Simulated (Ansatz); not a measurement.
Ansatz input file:

```yaml
crystal:
  lattice:
    - [-2.8965171877, 2.8965171877, 1.6710561663]
    - [2.8965171877, -2.8965171877, 1.6710561663]
    - [2.8965171877, 2.8965171877, -1.6710561663]
  atoms:
    - { symbol: Pb, position: [0.25, 0.75, 0.5] }
    - { symbol: Pb, position: [0.5, 0.5, 0.0] }
basis:
  ecutwfc: 420
kpoints:
  mp_grid: { grid: [14, 14, 14] }
hamiltonian:
  xc: pbe
scf:
  occupations: { method: gaussian, width: 0.1 }
output:
  forces: true
  stress: true
  eigenvalues: true
```

Command:
```bash
ansatz run input.yaml --threads 1 --pin off --max-ram 1331MiB --backend cpu --events-out ev --progress --plain --runs-dir out
```

These are results of Ansatz 0.2.0, DFT PBE, scalar-relativistic, plane waves, PAW, not measurements.

Abridged output (iterations and final results):

```
SCF iter   1: F=—  HF=-23812.241798 eV  |F-HF|=—  |Δ(HF+E_count)|=         —  Δρ=1.11e-3  dr2=4.42e-4  ethr=1.77e-3  ⟨swp⟩=6.0  Hψ=22271  notcnv=0
SCF iter   2: F=—  HF=-23812.239833 eV  |F-HF|=—  |Δ(HF+E_count)|=   1.97e-3  Δρ=5.85e-4  dr2=1.43e-4  ethr=1.58e-6  ⟨swp⟩=2.1  Hψ=9717  notcnv=0
SCF iter   3: F=—  HF=-23812.239868 eV  |F-HF|=—  |Δ(HF+E_count)|=   3.50e-5  Δρ=2.93e-4  dr2=4.34e-5  ethr=5.10e-7  ⟨swp⟩=2.0  Hψ=7775  notcnv=0
SCF iter   4: F=—  HF=-23812.239890 eV  |F-HF|=—  |Δ(HF+E_count)|=   2.23e-5  Δρ=9.31e-5  dr2=5.24e-6  ethr=1.55e-7  ⟨swp⟩=2.3  Hψ=5849  notcnv=0
SCF iter   5: F=—  HF=-23812.239888 eV  |F-HF|=—  |Δ(HF+E_count)|=   1.74e-6  Δρ=1.66e-5  dr2=1.59e-7  ethr=1.87e-8  ⟨swp⟩=2.0  Hψ=7520  notcnv=0
SCF iter   6: F=-23812.239888 eV  HF=-23812.239888 eV  |F-HF|=1.62e-8  |Δ(HF+E_count)|=   6.96e-8  Δρ=7.86e-6  dr2=2.09e-8  ethr=3.57e-10  ⟨swp⟩=6.4  Hψ=21136  notcnv=0
SCF 1 converged in 6 iterations: F = -23812.239888 eV  dr2 = 2.09e-8
SCF converged after 6 iterations
Free energy (F): -23812.239888 eV
Harris-Foulkes:  -23812.239888 eV  (|F-HF|=1.62e-8)
Internal energy: -23812.235698 eV  (E = F + TS)
E sigma→0 (E₀):  -23812.237793 eV
Entropy (-TS):   -0.004190 eV (-2.095 meV/atom)
Fermi energy:    11.991944 eV
--- Per-component energies (eV) ---
  E_band       = -45.446378
  E_kinetic    = 583.549794
  E_local      = -1982.728488  (includes V_loc(G=0)·N_el)
  E_nonlocal   = 699.694731
  E_hartree    = 797.723117
  E_xc         = -442.488887
  E_vxc        = -266.550859  (∫ρ·V_xc dr)
  E_paw        = -20814.363168  (= ΣΔE_a)
  E_vpaw       = -674.864359  (= ΣTr[D̂ρ^β])
  E_aug_tail   = 0.000102  (compensation charges beyond the density's cutoff)
  E_ewald      = -2653.622899
  E_smearing   = -0.004190  (= −TS)
--- Forces (eV/Å), atoms counted from 1 ---
  atom   1  Pb     0.00000000     0.00000000     0.00000000
  atom   2  Pb     0.00000000     0.00000000     0.00000000
--- Stress (GPa, compression-positive) ---
       11.995978       0.000000       0.000000
        0.000000      11.995978       0.000000
        0.000000       0.000000       6.144591
  P = ⅓ Tr σ = 10.0455 GPa (100.455 kbar)
--- Band table (eV; the first three rows and the last of 244) ---
  k-point 0: bands = ["-5.5506", "-5.3178", "-5.2231", "-5.1380", "-4.9158", "-4.9158", "-4.8831", "-4.8831", "-4.6599", "-4.4361", "-0.3727", "7.0494", "10.3038", "10.3038", "15.9603", "18.4362", "18.4368", "18.8263"]
  k-point 1: bands = ["-5.5424", "-5.3090", "-5.2277", "-5.1472", "-4.9212", "-4.9066", "-4.8787", "-4.8779", "-4.6660", "-4.4457", "-0.3241", "6.7566", "10.3698", "10.5178", "16.1623", "18.1262", "18.3410", "18.4629"]
  k-point 2: bands = ["-5.5181", "-5.2832", "-5.2398", "-5.1699", "-4.9377", "-4.8837", "-4.8657", "-4.8648", "-4.6840", "-4.4731", "-0.1782", "6.0659", "10.5661", "10.9850", "16.7559", "17.4750", "17.6736", "18.1057"]
  k-point 243: bands = ["-5.2978", "-5.2978", "-5.0005", "-5.0005", "-4.9290", "-4.9290", "-4.9042", "-4.9042", "-4.8664", "-4.8664", "3.3658", "3.3658", "7.2621", "7.2621", "16.3581", "16.3581", "22.6095", "22.6095"]
```

The calculation finished and met its thresholds.

Spin–orbit coupling is left out, which can shift energies with elements as heavy as these.